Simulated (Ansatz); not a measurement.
# Band table of Li (beta tin type)

```
CELL_PARAMETERS angstrom
-2.46777 2.46777 1.33495
2.46777 -2.46777 1.33495
2.46777 2.46777 -1.33495
ATOMIC_POSITIONS crystal
Li 0.62500 0.87500 0.75000
Li 0.37500 0.12500 0.25000
```

The cell comes from a relaxation on PAW files under the same functional, begun from a prototype that needn't be the stable phase.

Computed with Ansatz 0.2.0; functional PBE, scalar-relativistic. Settings: a Γ-centred 15×15×15 k mesh, Fermi–Dirac smearing of 0.08 eV, no spin polarisation. Methods: LAPW: all electrons, basis error target 1 meV/atom.

This run: volume at 0.8 of the series' base cell.

Path points, in fractions of the reciprocal vectors: Γ (0.000, 0.000, 0.000), X (0.000, 0.000, 0.500), M (-0.500, 0.500, 0.500), Z (0.323, 0.323, -0.323), Z0 (-0.323, 0.677, 0.323), P (0.250, 0.250, 0.250). The distance column jumps between branches of the path. Levels in eV from the Fermi level; bands 3 to 5, counted from the lowest band of the run. The gap is zero, the pressure 4.18 GPa.

```
# k(1/Å) point b3 b4 b5
0.000 Γ -3.75 4.24 4.24
0.225 - -3.62 3.02 4.43
0.450 - -3.22 1.26 5.00
0.675 - -2.54 -0.30 5.93
0.900 X -1.57 -1.57 7.24
1.125 - -1.47 -1.47 6.27
1.350 - -1.20 -1.20 4.75
1.575 - -0.85 -0.85 3.57
1.800 M -0.66 -0.66 3.09
2.119 - -1.53 -0.29 3.22
2.437 - -2.71 0.83 3.57
2.755 - -3.49 2.62 4.01
3.073 Γ -3.75 4.24 4.24
3.454 - -3.38 4.75 4.75
3.834 - -2.26 6.08 6.08
4.214 - -0.46 4.68 4.68
4.594 Z 1.69 1.91 1.91
6.042 Z0 1.69 1.91 1.91
6.250 - 0.79 0.79 2.57
6.458 - -0.02 -0.02 2.96
6.666 - -0.50 -0.50 3.06
6.874 M -0.66 -0.66 3.09
7.774 X -1.57 -1.57 7.24
8.068 - -1.32 -1.32 7.51
8.363 - -0.60 -0.60 7.46
8.657 - 0.49 0.49 5.42
8.951 P 1.28 1.28 4.23
```
